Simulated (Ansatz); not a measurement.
The crystal of Li$_{3}$Ag$_{2}$Ge$_{3}$ (P4_2/nnm), relaxed at this level, has 15.81 Å³/atom and no gap on the mesh:

```
CELL_PARAMETERS angstrom
6.28729 0.00000 0.00000
0.00000 6.28729 0.00000
0.00000 0.00000 6.39867
ATOMIC_POSITIONS crystal
Li 0.00000 0.00000 0.00000
Li 0.50000 0.50000 0.50000
Li 0.25000 0.75000 0.25000
Li 0.75000 0.75000 0.75000
Li 0.75000 0.25000 0.25000
Li 0.25000 0.25000 0.75000
Ag 0.25000 0.75000 0.75000
Ag 0.75000 0.75000 0.25000
Ag 0.75000 0.25000 0.75000
Ag 0.25000 0.25000 0.25000
Ge 0.50000 0.00000 0.00000
Ge 0.50000 0.00000 0.50000
Ge 0.00000 0.50000 0.50000
Ge 0.00000 0.50000 0.00000
Ge 0.50000 0.50000 0.00000
Ge 0.00000 0.00000 0.50000
```

In a supercell of 16 atoms, Ag and Ge atoms were exchanged at random. Each cell was relaxed without symmetry on coarser meshes and computed once more; the crystal stands on its own mesh of 6×6×6. These are results of DFT PBEsol, scalar-relativistic, plane waves, PAW in Ansatz 0.2.0, not measurements.

Settings: cutoff 420 eV, Γ-centred mesh 5×6×5 on the computed 16-atom cell, Gaussian smearing of 0.10 eV; no spin polarisation.

Task: How do energy, volume and gap follow the disorder?

Result: One draw a row:

```csv
pairs exchanged,E − E(crystal) (meV/atom),per exchange (eV),V/V(crystal),gap on mesh (eV),P (GPa),largest force (eV/Å),relaxation
1,4.8,0.08,1.000,0.00,0.5,0.37,stopped early
2,9.0,0.07,1.008,0.00,0.0,0.08,whole
2,10.5,0.08,1.013,0.00,0.0,0.11,whole
```

Cost: 6 runs of about 34 core-minutes in all (earlier runs that led there not counted), on Intel Xeon Processor @ 2.50GHz (Skylake/Cascade Lake) (shared hosts).